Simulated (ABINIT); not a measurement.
# NaH (Fm-3m): G0W0 in ABINIT against the screening cutoff in the self-energy

How does the gap of NaH (Fm-3m) converge in the screening cutoff in the self-energy?

Calculated with ABINIT 10.8.3; PBE and many-body steps on it, plane waves.

**1. The structure**

Symmetry: Fm-3m, No. 225, cubic system. Conventional cell: a = 4.773 Å, b = 4.773 Å, c = 4.773 Å, α = 90.00°, β = 90.00°, γ = 90.00°. Na has 6 H at 2.39 Å nearest. H has 6 Na at 2.39 Å nearest. Farther neighbours are not listed.

The cell and positions are those that the Materials Project relaxed with its own functionals (PBE, PBE+U or r2SCAN), kept fixed.

**2. Screening, 4×4×4 mesh, 86 bands, screening to 217.7 eV**

This step: ABINIT 10.8.3; RPA screening on PBE, plane waves, norm-conserving pseudopotentials.

The RPA dielectric matrix is built and inverted for each q.

Input file run.abi:

```
acell 3*1.0 Angstrom
rprim 
  -0.000000000000 2.386421665200 2.386421665200
  2.386421665200 -0.000000000000 2.386421665200
  2.386421665200 2.386421665200 -0.000000000000
ntypat 2
znucl 11 1
natom 2
typat 1 2
xred 
  0.000000000000 0.000000000000 0.000000000000
  0.500000000000 0.500000000000 0.500000000000
pp_dirpath "pseudos"
pseudos "Na.upf, H.upf"
ecut 38
ngkpt 4 4 4
nshiftk 1
shiftk 0 0 0
kptopt 1
chksymbreak 0
istwfk *1
occopt 1
irdwfk 1
optdriver 3
nband 86
ecuteps 8
inclvkb 2
awtr 1
symchi 1
indata_prefix "in"
outdata_prefix "out"
tmpdata_prefix "tmp"
```

On the command line:

```
> OMP_NUM_THREADS=1 mpirun -n 4 abinit run.abi > log
```

What it wrote:

```text
.Version 10.8.3 of ABINIT. v10.8.2 released Aug 2026.

 Symmetries : space group Fm -3 m (#225); Bravais cF (face-center cubic)
[... echo of the input left out ...]
== DATASET  1 ==================================================================
-   mpi_nproc: 4, omp_nthreads: 1 (-1 if OMP is not activated)

--- !DatasetInfo
iteration_state: {dtset: 1, }
dimensions: {natom: 2, nkpt: 8, mband: 86, nsppol: 1, nspinor: 1, nspden: 1, mpw: 2085, }
cutoff_energies: {ecut:  38.0, pawecutdg:  -1.0, }
electrons: {nelect:   1.00000000E+01, charge:   0.00000000E+00, occopt:   1.00000000E+00, tsmear:   1.00000000E-02, }

 SCREENING: Calculation of the susceptibility and dielectric matrices

 Based on a program developped by R.W. Godby, V. Olevano, G. Onida, and L. Reining.
 Incorporated in ABINIT by V. Olevano, G.-M. Rignanese, and M. Torrent.
.Using double precision arithmetic ; gwpc =  8

[... cell and pseudopotentials left out ...]
--------------------------------------------------------------------------------

 ==== K-mesh for the wavefunctions ====
 Number of points in the irreducible wedge :     8
[... list of points left out ...]
 Together with 48 symmetry operations and time-reversal symmetry
 yields    64 points in the full Brillouin Zone.

 ==== Q-mesh for the screening function ====
 Number of points in the irreducible wedge :     8
[... list of points left out ...]
 Together with 48 symmetry operations and time-reversal symmetry
 yields    64 points in the full Brillouin Zone.

 setmesh: FFT mesh size selected  =    25x   25x   25
          total number of points  =        15625

 vcoul_init : cutoff-mode = AUXILIARY_FUNCTION
 q-points for optical limit:   1
     1)      0.000010    0.000020    0.000030

- screening: taking advantage of time-reversal symmetry
- Maximum band index for partially occupied states nbvw = 5
- Remaining bands to be divided among processors   nbcw = 81
- Number of bands treated by each node ~20

 Number of electrons calculated from density =   10.0000; Expected =   10.0000
 average of density, n =  0.054517
 r_s =    1.6360
 omega_plasma =   22.5228 [eV]

 calculating chi0 at frequencies [eV] :
  1    0.000000E+00    0.000000E+00
  2    0.000000E+00    2.252276E+01

--------------------------------------------------------------------------------
  q-point number  1        q = ( 0.000000, 0.000000, 0.000000) [r.l.u.]
--------------------------------------------------------------------------------
[... chi0 elements left out ...]
 For q-point:  0.000010 0.000020 0.000030
  dielectric constant =   2.8923
  dielectric constant without local fields =   3.2005

  Average fulfillment of the sum rule on Im[epsilon] for q-point    1 :     64.36  [%]
[... wings left out ...]
  q-point number  2        q = ( 0.250000, 0.000000, 0.000000) [r.l.u.]
--------------------------------------------------------------------------------
[... chi0 elements left out ...]
  Average fulfillment of the sum rule on Im[epsilon] for q-point    2 :     75.24  [%]

 [... 6 further q-points ...]
```

Elapsed: 7.4 s, on 4 MPI ranks of Arm Neoverse V1, shared host; peak memory 0.5 GiB; 29 s of CPU time.

This step gave:

| Item | Value |
| --- | --- |
| ε∞ with local fields, on this mesh, along the program's q direction | 2.892 |
| the same without local fields | 3.200 |
| plasma frequency | 22.52 eV |
| plane waves in the screening matrix | 181 |

Local fields lower ε∞ by 10 %. On a Γ-centred mesh this coarse the value itself is usually too large, while a short band sum pulls it down.

**3. 0.8 Ha**

This step: G0W0 on PBE, plane waves, norm-conserving pseudopotentials.

Edit run.abi of step 2 so:

```diff
@@ -23,8 +23,19 @@
 irdwfk 1
-optdriver 3
+optdriver 4
 nband 86
-ecuteps 8
-inclvkb 2
-awtr 1
-symchi 1
+gwcalctyp 0
+ecutsigx 38
+symsigma 1
+nkptgw 3
+kptgw 
+  -0.2500000000 0.5000000000 0.2500000000
+  0.5000000000 0.0000000000 0.0000000000
+  0.0000000000 0.0000000000 0.0000000000
+bdgw 
+  4 7
+  3 7
+  2 9
+ecuteps 0.8
+irdscr 1
+ppmodel 1
 indata_prefix "in"
```

What it wrote:

```text
.Version 10.8.3 of ABINIT. v10.8.2 released Aug 2026.

 Symmetries : space group Fm -3 m (#225); Bravais cF (face-center cubic)
[... echo of the input left out ...]
== DATASET  1 ==================================================================
-   mpi_nproc: 4, omp_nthreads: 1 (-1 if OMP is not activated)

--- !DatasetInfo
iteration_state: {dtset: 1, }
dimensions: {natom: 2, nkpt: 8, mband: 86, nsppol: 1, nspinor: 1, nspden: 1, mpw: 2085, }
cutoff_energies: {ecut:  38.0, pawecutdg:  -1.0, }
electrons: {nelect:   1.00000000E+01, charge:   0.00000000E+00, occopt:   1.00000000E+00, tsmear:   1.00000000E-02, }

 SIGMA: Calculation of the GW corrections

 Based on a program developped by R.W. Godby, V. Olevano, G. Onida, and L. Reining.
 Incorporated in ABINIT by V. Olevano, G.-M. Rignanese, and M. Torrent.
.Using double precision arithmetic ; gwpc =  8

[... cell and pseudopotentials left out ...]
--------------------------------------------------------------------------------

 ==== K-mesh for the wavefunctions ====
 Number of points in the irreducible wedge :     8
[... list of points left out ...]
 Together with 48 symmetry operations and time-reversal symmetry
 yields    64 points in the full Brillouin Zone.

 ==== Q-mesh for screening function ====
 Number of points in the irreducible wedge :     8
[... list of points left out ...]
 Together with 48 symmetry operations and time-reversal symmetry
 yields    64 points in the full Brillouin Zone.

 vcoul_init : cutoff-mode = AUXILIARY_FUNCTION
 q-points for optical limit:   1
     1)      0.000010    0.000020    0.000030
 setmesh: FFT mesh size selected  =    36x   36x   36
          total number of points  =        46656

 Number of electrons calculated from density =   10.0000; Expected =   10.0000
 average of density, n =  0.054517
 r_s =    1.6360
 omega_plasma =   22.5228 [eV]

 === KS Band Gaps ===
  >>>> For spin  1
   Minimum direct gap =   4.7080 [eV], located at k-point      :   0.5000  0.0000  0.0000
   Fundamental gap    =   3.8291 [eV], Top of valence bands at :  -0.2500  0.5000  0.2500
                                       Bottom of conduction at :   0.5000  0.0000  0.0000
 SIGMA fundamental parameters:
 PLASMON POLE MODEL  1
 number of plane-waves for SigmaX                 2085
 number of plane-waves for SigmaC and W              9
 number of plane-waves for wavefunctions          2085
 number of bands                                    86
 number of independent spin polarizations            1
 number of spinorial components                      1
 number of k-points in IBZ                           8
 number of q-points in IBZ                           8
 number of symmetry operations                      48
 number of k-points in BZ                           64
 number of q-points in BZ                           64
 number of frequencies for dSigma/dE                 9
 frequency step for dSigma/dE [eV]                0.25
 number of omega for Sigma on real axis              0
 max omega for Sigma on real axis  [eV]           0.00
 zcut for avoiding poles [eV]                     0.10

 EPSILON^-1 parameters (SCR file):
 dimension of the eps^-1 matrix on file            181
 dimension of the eps^-1 matrix used                 9
 number of plane-waves for wavefunctions          2085
 number of bands                                    86
 number of q-points in IBZ                           8
 number of frequencies                               2
 number of real frequencies                          1
 number of imag frequencies                          1

 matrix elements of self-energy operator (all in [eV])

 Perturbative Calculation

--- !SelfEnergy_ee
iteration_state: {dtset: 1, }
kpoint     : [  -0.250,    0.500,    0.250, ]
spin       : 1
KS_gap     :    6.132
QP_gap     :    8.322
Delta_QP_KS:    2.189
data: !SigmaeeData |
     Band     E0 <VxcDFT>   SigX SigC(E0)      Z dSigC/dE  Sig(E)    E-E0       E
        4 -22.617 -29.035 -40.946   4.015   0.835  -0.197 -35.629  -6.594 -29.211
        5  -0.504 -10.693 -14.267   2.021   0.809  -0.237 -11.949  -1.256  -1.760
        6   5.628  -7.523  -3.223  -3.176   0.830  -0.205  -6.589   0.934   6.562
        7   5.628  -7.523  -3.223  -3.176   0.830  -0.205  -6.589   0.934   6.562

--- !SelfEnergy_ee
iteration_state: {dtset: 1, }
kpoint     : [   0.500,    0.000,    0.000, ]
spin       : 1
KS_gap     :    4.708
QP_gap     :    6.941
Delta_QP_KS:    2.233
data: !SigmaeeData |
     Band     E0 <VxcDFT>   SigX SigC(E0)      Z dSigC/dE  Sig(E)    E-E0       E
        3 -22.592 -29.105 -41.016   4.012   0.822  -0.217 -35.596  -6.491 -29.083
        4 -22.592 -29.105 -41.016   4.012   0.822  -0.217 -35.596  -6.491 -29.083
[...]
--- !SelfEnergy_ee
iteration_state: {dtset: 1, }
kpoint     : [   0.000,    0.000,    0.000, ]
spin       : 1
KS_gap     :   14.468
QP_gap     :   17.479
Delta_QP_KS:    3.012
data: !SigmaeeData |
     Band     E0 <VxcDFT>   SigX SigC(E0)      Z dSigC/dE  Sig(E)    E-E0       E
[...]
7  15.444  -6.474  -1.257  -4.087   0.722  -0.386  -5.658   0.815  16.260
        8  15.444  -6.474  -1.257  -4.087   0.722  -0.386  -5.658   0.815  16.260
        9  15.444  -6.474  -1.257  -4.087   0.722  -0.386  -5.658   0.815  16.260

== END DATASET(S) ==============================================================
================================================================================

 -outvars: echo values of variables after computation  --------
           etotal      0.0000000000E+00
            nband          86
             nkpt           8
          spgroup         225
 [... the other variables as echoed above ...]

 Calculation completed.
```

Wall time 3.1 s (4 MPI ranks); peak memory 0.32 GiB; 12 s of CPU time.

Numbers from this step:

```yaml
g0w0_gap_on_the_points_computed: 5.948 eV
starting_gap_on_the_mesh: 3.829 eV
k_of_the_valence_top: -0.25, 0.5, 0.25
k_of_the_conduction_bottom: 0.5, 0, 0
z_at_the_valence_top: 0.809
z_at_the_conduction_bottom: 0.838
least_direct_g0w0_gap_on_the_computed_points: 6.942 eV
```

**4. 1.6 Ha**

Edit run.abi of step 3 so:

```diff
@@ -37,3 +37,3 @@
   2 9
-ecuteps 0.8
+ecuteps 1.6
 irdscr 1
```

What it wrote:

```text
.Version 10.8.3 of ABINIT. v10.8.2 released Aug 2026.

 Symmetries : space group Fm -3 m (#225); Bravais cF (face-center cubic)
[... echo of the input left out ...]
== DATASET  1 ==================================================================
-   mpi_nproc: 4, omp_nthreads: 1 (-1 if OMP is not activated)

--- !DatasetInfo
iteration_state: {dtset: 1, }
dimensions: {natom: 2, nkpt: 8, mband: 86, nsppol: 1, nspinor: 1, nspden: 1, mpw: 2085, }
cutoff_energies: {ecut:  38.0, pawecutdg:  -1.0, }
electrons: {nelect:   1.00000000E+01, charge:   0.00000000E+00, occopt:   1.00000000E+00, tsmear:   1.00000000E-02, }

 SIGMA: Calculation of the GW corrections

 Based on a program developped by R.W. Godby, V. Olevano, G. Onida, and L. Reining.
 Incorporated in ABINIT by V. Olevano, G.-M. Rignanese, and M. Torrent.
.Using double precision arithmetic ; gwpc =  8

[... cell and pseudopotentials left out ...]
--------------------------------------------------------------------------------

 ==== K-mesh for the wavefunctions ====
 Number of points in the irreducible wedge :     8
[... list of points left out ...]
 Together with 48 symmetry operations and time-reversal symmetry
 yields    64 points in the full Brillouin Zone.

 ==== Q-mesh for screening function ====
 Number of points in the irreducible wedge :     8
[... list of points left out ...]
 Together with 48 symmetry operations and time-reversal symmetry
 yields    64 points in the full Brillouin Zone.

 vcoul_init : cutoff-mode = AUXILIARY_FUNCTION
 q-points for optical limit:   1
     1)      0.000010    0.000020    0.000030
 setmesh: FFT mesh size selected  =    36x   36x   36
          total number of points  =        46656

 Number of electrons calculated from density =   10.0000; Expected =   10.0000
[...]
number of plane-waves for wavefunctions          2085
 number of bands                                    86
 number of q-points in IBZ                           8
 number of frequencies                               2
 number of real frequencies                          1
 number of imag frequencies                          1

 matrix elements of self-energy operator (all in [eV])

 Perturbative Calculation

--- !SelfEnergy_ee
iteration_state: {dtset: 1, }
kpoint     : [  -0.250,    0.500,    0.250, ]
spin       : 1
KS_gap     :    6.132
QP_gap     :    8.145
Delta_QP_KS:    2.013
data: !SigmaeeData |
     Band     E0 <VxcDFT>   SigX SigC(E0)      Z dSigC/dE  Sig(E)    E-E0       E
        4 -22.617 -29.035 -40.946   3.951   0.887  -0.127 -36.095  -7.060 -29.677
        5  -0.504 -10.693 -14.267   1.953   0.783  -0.278 -11.962  -1.268  -1.772
        6   5.628  -7.523  -3.223  -3.396   0.823  -0.215  -6.778   0.745   6.373
[...]
--- !SelfEnergy_ee
iteration_state: {dtset: 1, }
kpoint     : [   0.500,    0.000,    0.000, ]
spin       : 1
KS_gap     :    4.708
QP_gap     :    6.787
Delta_QP_KS:    2.079
data: !SigmaeeData |
     Band     E0 <VxcDFT>   SigX SigC(E0)      Z dSigC/dE  Sig(E)    E-E0       E
[...]
--- !SelfEnergy_ee
iteration_state: {dtset: 1, }
kpoint     : [   0.000,    0.000,    0.000, ]
spin       : 1
KS_gap     :   14.468
QP_gap     :   17.326
Delta_QP_KS:    2.858
data: !SigmaeeData |
     Band     E0 <VxcDFT>   SigX SigC(E0)      Z dSigC/dE  Sig(E)    E-E0       E
[...]
8  15.444  -6.474  -1.257  -4.494   0.704  -0.421  -5.965   0.509  15.953
        9  15.444  -6.474  -1.257  -4.494   0.704  -0.421  -5.965   0.509  15.953

== END DATASET(S) ==============================================================
================================================================================

 -outvars: echo values of variables after computation  --------
           etotal      0.0000000000E+00
            nband          86
             nkpt           8
          spgroup         225
 [... the other variables as echoed above ...]

 Calculation completed.
```

Elapsed: 3 s, on 4 MPI ranks; peak memory 0.31 GiB.

Numbers from this step:

| Property | Result |
| --- | --- |
| G0W0 gap on the points computed | 5.766 eV |
| starting gap on the mesh | 3.829 eV |
| k of the valence top | -0.25, 0.5, 0.25 |
| k of the conduction bottom | 0.5, 0, 0 |
| Z at the valence top | 0.783 |
| Z at the conduction bottom | 0.832 |
| least direct G0W0 gap on the computed points | 6.788 eV |

**5. 2.8 Ha**

The self-energy is evaluated for the states that the input lists, and the levels follow from it, in one-shot runs by the linearised quasiparticle equation.

Edit run.abi of step 4 so:

```diff
@@ -37,3 +37,3 @@
   2 9
-ecuteps 1.6
+ecuteps 2.8
 irdscr 1
```

What it wrote:

```text
.Version 10.8.3 of ABINIT. v10.8.2 released Aug 2026.

 Symmetries : space group Fm -3 m (#225); Bravais cF (face-center cubic)
[... echo of the input left out ...]
== DATASET  1 ==================================================================
-   mpi_nproc: 4, omp_nthreads: 1 (-1 if OMP is not activated)

--- !DatasetInfo
iteration_state: {dtset: 1, }
dimensions: {natom: 2, nkpt: 8, mband: 86, nsppol: 1, nspinor: 1, nspden: 1, mpw: 2085, }
cutoff_energies: {ecut:  38.0, pawecutdg:  -1.0, }
[...]
Band     E0 <VxcDFT>   SigX SigC(E0)      Z dSigC/dE  Sig(E)    E-E0       E
[...]
8  15.444  -6.474  -1.257  -4.507   0.705  -0.419  -5.973   0.500  15.945
        9  15.444  -6.474  -1.257  -4.507   0.705  -0.419  -5.973   0.500  15.945

== END DATASET(S) ==============================================================
================================================================================

 -outvars: echo values of variables after computation  --------
           etotal      0.0000000000E+00
            nband          86
             nkpt           8
          spgroup         225
 [... the other variables as echoed above ...]

 Calculation completed.
```

Wall time 3.6 s (4 MPI ranks); peak memory 0.47 GiB; 14 s of CPU time.

Numbers from this step:

```yaml
g0w0_gap_on_the_points_computed: 5.926 eV
starting_gap_on_the_mesh: 3.829 eV
k_of_the_valence_top: -0.25, 0.5, 0.25
k_of_the_conduction_bottom: 0.5, 0, 0
least_direct_g0w0_gap_on_the_computed_points: 6.892 eV
```

The gap on the mesh goes from 3.83 eV to 5.93 eV, a correction of +2.10 eV.

(Continued in part 2 of 2.)

[Paths, hosts, dates, memory and timing lines, banners, echoed tables and standing remarks are left out of the program output.]

[Logs are printed without paths, hosts, clocks, repeated set-up lines and the standing remarks that a program may print on its own settings, such as how far it seeks lower states.]

[Runs of the session that timed out or met a known fault of the program may be left out.]

[Hosts, paths, dates, database ids (printed as entryN), source tags and the programs' standing remarks are cut or masked in the printed files.]

[G0W0 gaps are taken among the corrected bands and points alone; a level outside them can change the order at an edge.]

[Where Ansatz stands beside ABINIT at settings called matched, ABINIT's density can come from a denser mesh and the files from another edition; pairs whose starting gaps differed by over 0.03 eV were left out, so agreement reads better than it is.]
